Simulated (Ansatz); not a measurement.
Crystal: CuO.

```xyz
4
Lattice="1.9910 -2.1536 0.0000 1.9910 2.1536 0.0000 0.0000 0.0000 5.1559" Properties=species:S:1:pos:R:3 pbc="T T T"
Cu    0.9955   -1.0768    0.0000
Cu    0.9955    1.0768    2.5780
O     1.9910    0.0000    1.2890
O     1.9910    0.0000    3.8669
```

Measurements of this composition are mostly on another form, of space group No. 15.

```yaml
Program: Ansatz 0.2.0
Task: relaxation of cell and atoms
Functional: LDA
Potentials_or_basis: all-electron LAPW, scalar-relativistic
Basis_error_allowed: 0.002 eV/atom
k_mesh: 7 × 7 × 4
Occupations: fermi-dirac, width 0.05 eV
Spin: no spin polarisation
```

At the start: volume 11.05 Å³/atom.

Task: How do energy, volume and symmetry change on relaxing?

Result: Over 7 steps the energy falls by 33.1 meV/atom and the volume is 10.28 Å³/atom (-7.0 %); space group P4_2/mmc (No. 131, to 0.05 Å).

The path:
```csv
step,energy change (eV),largest force (eV/Å),volume (Å³)
1,0.0000,0.0000,44.21
2,-0.0949,0.0000,42.58
3,-0.1284,0.0000,40.80
4,-0.1297,0.0000,41.05
5,-0.1320,0.0000,41.10
6,-0.1320,0.0000,41.11
7,-0.1323,0.0000,41.11
```

Final structure:
```
CELL_PARAMETERS angstrom
2.01271 -2.02348 0.00000
2.01271 2.02348 0.00000
0.00000 0.00000 5.04739
ATOMIC_POSITIONS crystal
Cu 0.50000 0.00000 0.00000
Cu 0.00000 0.50000 0.50000
O 0.50000 0.50000 0.25000
O 0.50000 0.50000 0.75000
```

Caveat: the k mesh is thin for a metal, which can move the energy by tens of meV per atom; the run has no spin polarisation, though such a crystal can be magnetic.
